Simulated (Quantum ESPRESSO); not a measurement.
Crystal: TiSe.

```
Se Ti
1.0
     3.55900    0.00000    0.00000
    -1.77950    3.08218    0.00000
     0.00000    0.00000    6.22000
Se Ti
2 2
Direct
  0.66667 0.33333 0.75000
  0.33333 0.66667 0.25000
  0.00000 0.00000 0.50000
  0.00000 0.00000 0.00000
```

Base run:

```yaml
Program: Quantum ESPRESSO 7.5
Functional: PBEsol
Potentials_or_basis: GBRV 1.5 PBEsol
Cutoff: 612 eV
Density_cutoff: 4898 eV
k_mesh: 9 × 9 × 5
Occupations: fermi-dirac, width 0.05 eV
Spin: no spin polarisation
Hubbard_terms: Ti d U = 4 eV
```

Its results: band gap on the k mesh none (metal or under the smearing width); pressure 5.3 GPa.

Task: After a change of settings the same cell gave: band gap on the k mesh none (metal or under the smearing width); pressure 9.2 GPa. Which change was it?
A. hubbard terms from Ti d U = 4 eV to Ti d U = 6 eV
B. hubbard terms from Ti d U = 4 eV to Ti d U = 5 eV
C. hubbard terms from Ti d U = 4 eV to none

Result: A.

Caveats: U without spin polarisation on a metal has little footing.
